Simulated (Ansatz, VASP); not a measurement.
One calculation of MgO (Periclase), two programs

File INCAR:

```
SYSTEM = MgO
PREC = Accurate ; ENCUT = 520
EDIFF = 1E-7 ; ISMEAR = 0
SIGMA = 0.01 ; LREAL = .False.
LASPH = .True. ; NELM = 100
ALGO = Normal ; ISIF = 2
LWAVE = .False. ; LCHARG = .False.
GGA = PS ; NBANDS = 11
```

Contents of KPOINTS:

```
regular mesh
0
Gamma
  8 8 8
  0 0 0
```

Contents of POSCAR:

```
MgO
1.0
    0.0000000000      2.1085000000      2.1085000000
    2.1085000000      0.0000000000      2.1085000000
    2.1085000000      2.1085000000      0.0000000000
Mg O
1 1
Direct
    0.0000000000      0.0000000000      0.0000000000
    0.5000000000      0.5000000000      0.5000000000
```

Input for Ansatz:

```yaml
crystal:
  lattice:
    - [0.0, 2.1085, 2.1085]
    - [2.1085, 0.0, 2.1085]
    - [2.1085, 2.1085, 0.0]
  atoms:
    - { symbol: Mg, position: [0.0, 0.0, 0.0] }
    - { symbol: O, position: [0.5, 0.5, 0.5] }
kpoints:
  mp_grid:
    grid: [8, 8, 8]
hamiltonian:
  xc: pbesol
  pseudopotentials:
    kind: paw
scf:
  occupations:
    method: fixed
output:
  forces: true
  stress: true
```

Alike in both runs: task single point; functional PBEsol; k mesh 8 × 8 × 8; no spin polarisation.

|  | VASP | Ansatz |
| --- | --- | --- |
| version | VASP 6.6.1 | Ansatz 0.2.0 |
| potentials or method | VASP PAW PBE potentials, release 64 (Mg, O) | plane waves, PAW |
| plane-wave cutoff (eV) | 520 | 420 |
| occupations | gaussian, width 0.01 eV | fixed |
| valence electrons in the cell | 8 | 16 |

VASP gave:

| Quantity | Value |
| --- | --- |
| pressure (GPa) | -0.8 |

Q: What did Ansatz give for the same quantities?

A: Pressure (GPa): -0.3.

The two sets of potentials don't hold the same shells in valence.

Caveats: the PAW data sets were made with another functional, which shifts forces and pressure a little (VASP).
